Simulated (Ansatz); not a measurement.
Crystal: Ti.

```
Ti
1.0
     2.95000    0.00000    0.00000
    -1.47500    2.55477    0.00000
     0.00000    0.00000    4.68000
Ti
2
Cartesian
  1.4750 0.8516 3.5100
  0.0000 1.7032 1.1700
```

```yaml
Program: Ansatz 0.2.0
Task: relaxation of cell and atoms
Functional: revPBE
Dispersion: D3(BJ)
Potentials_or_basis: all-electron LAPW, scalar-relativistic
Basis_error_allowed: 0.001 eV/atom
k_mesh: 10 × 10 × 6
Occupations: fermi-dirac, width 0.05 eV
Spin: no spin polarisation
```

At the start: volume 17.64 Å³/atom.

**Question.** How do energy, volume and symmetry change on relaxing?

**Answer.** Over 6 steps the energy falls by 51.0 meV/atom and the volume is 16.07 Å³/atom (-8.9 %); space group P6_3/mmc (No. 194, to 0.05 Å).

Step by step:
| step | energy change (eV) | largest force (eV/Å) | volume (Å³) |
| --- | --- | --- | --- |
| 1 | 0.0000 | 0.0000 | 35.27 |
| 2 | -0.0653 | 0.0000 | 30.46 |
| 3 | -0.1016 | 0.0000 | 32.34 |
| 4 | -0.1021 | 0.0000 | 32.15 |
| 5 | -0.1021 | 0.0000 | 32.13 |
| 6 | -0.1021 | 0.0000 | 32.13 |

Final structure:
```
CELL_PARAMETERS angstrom
2.86366 0.00000 0.00000
-1.43183 2.48000 0.00000
0.00000 0.00000 4.52481
ATOMIC_POSITIONS crystal
Ti 0.66667 0.33333 0.75000
Ti 0.33333 0.66667 0.25000
```
